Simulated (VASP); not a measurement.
Wanted: the native input for a VASP 6.6.1 run.

| Quantity | Value |
| --- | --- |
| Task | single point |
| Functional | PBEsol |
| Potentials or basis | VASP PAW PBE potentials, release 64 (Ga_d, P) |
| Cutoff | 520 eV |
| k mesh | 9 × 9 × 9 |
| Occupations | gaussian, width 0.5 eV |
| Spin | no spin polarisation |
| Further INCAR settings | ALGO = Normal; EDIFF = 1e-06; NBANDS = 26 |

The structure of GaP lies in POSCAR:

```
GaP
1.0
    1.9143800000      1.1052700000      6.3564400000
   -1.9143800000      1.1052700000      6.3564400000
    0.0000000000     -2.2105400000      6.3564400000
Ga P
2 2
Direct
    0.4358000000      0.4358000000      0.4358000000
    0.5642000000      0.5642000000      0.5642000000
    0.0577900000      0.0577900000      0.0577900000
    0.9422100000      0.9422100000      0.9422100000
```

Measurements of this composition are mostly on another form, of space group No. 216.

The input as run:

INCAR

```
PREC = Accurate
ENCUT = 520
EDIFF = 1E-6
ISMEAR = 0
SIGMA = 0.5
LREAL = F
LASPH = T
NELM = 80
ALGO = Normal
ISIF = 2
LWAVE = F
LCHARG = F
GGA = PS
NBANDS = 26
```

KPOINTS

```
regular mesh
0
Gamma
  9 9 9
```

Potentials or basis: VASP PAW PBE potentials, release 64 (Ga_d, P).

Command:

```bash
$ cat potpaw_PBE.64/Ga_d/POTCAR potpaw_PBE.64/P/POTCAR > POTCAR
$ mpirun -np 1 vasp_std > vasp.out
```

It gave:

```
Pressure               : 0.0 GPa
Largest force          : 0.017 eV/Å
Band gap on the k mesh : 0.79 eV, indirect (least direct gap 1.15 eV)
```

Caveat: the PAW data sets were made with another functional, which shifts forces and pressure a little; an odd mesh through Γ misses points on the zone boundary, where band edges often lie.

It took 3.7 min on 1 thread of Intel(R) Xeon(R) Platinum 8488C (Sapphire Rapids), on a shared host, peak memory 0.42 GiB.
